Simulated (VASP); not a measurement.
Mg: relaxation of cell and atoms with PBE

The system is Mg.

```
Mg
1.0
     3.19501    0.00000    0.00000
    -1.59751    2.76696    0.00000
     0.00000    0.00000    5.17464
Mg
2
Direct
  0.33333 0.66667 0.25000
  0.66667 0.33333 0.75000
```

| Item | Value |
| --- | --- |
| Program | VASP 6.6.1 |
| Task | relaxation of cell and atoms |
| Functional | PBE |
| Potentials or basis | VASP PAW PBE potentials, release 64 (Mg) |
| Cutoff | 520 eV |
| k mesh | 16 × 16 × 9 |
| Occupations | gaussian, width 0.1 eV |
| Spin | no spin polarisation |
| Further INCAR settings | ALGO = Normal; EDIFF = 1e-07; IBRION = 2; POTIM = 0.3; EDIFFG = -0.005; NSW = 60; ISIF = 3 |

* Relaxed volume: 22.89 Å³/atom
* Relaxed cell: a = 3.200 Å, b = 3.200 Å, c = 5.162 Å, α = 90.00°, β = 90.00°, γ = 120.00°
* Space group after relaxing (to 0.05 Å): P6_3/mmc (No. 194)
* Energy gained by relaxing: 0.0 meV/atom
* Ionic steps: 6
* Pressure after relaxing: 0.0 GPa
* Band gap on the k mesh: none (metal or under the smearing width)

Final structure:
```cif
data_structure
_symmetry_space_group_name_H-M 'P 1'
_symmetry_Int_Tables_number 1
_cell_length_a 3.2000
_cell_length_b 3.2000
_cell_length_c 5.1617
_cell_angle_alpha 90.000
_cell_angle_beta 90.000
_cell_angle_gamma 120.000
_cell_volume 45.77
loop_
_atom_site_label
_atom_site_type_symbol
_atom_site_fract_x
_atom_site_fract_y
_atom_site_fract_z
_atom_site_occupancy
Mg1 Mg 0.33333 0.66667 0.25000 1
Mg2 Mg 0.66667 0.33333 0.75000 1
```

Levels at points of the mesh, in eV from the Fermi level:
```csv
k point,band 1,band 2,band 3,band 4,band 5,band 6
"(0.00, 0.00, 0.00)",-6.96,-1.67,-1.20,10.87,10.87,10.98
"(0.50, 0.00, 0.00)",-2.18,-2.17,2.66,3.02,3.32,3.71
```

Run time: 41 s on 1 thread of Intel(R) Xeon(R) Platinum 8375C CPU @ 2.90GHz (Ice Lake), on a shared host, peak memory 0.19 GiB.
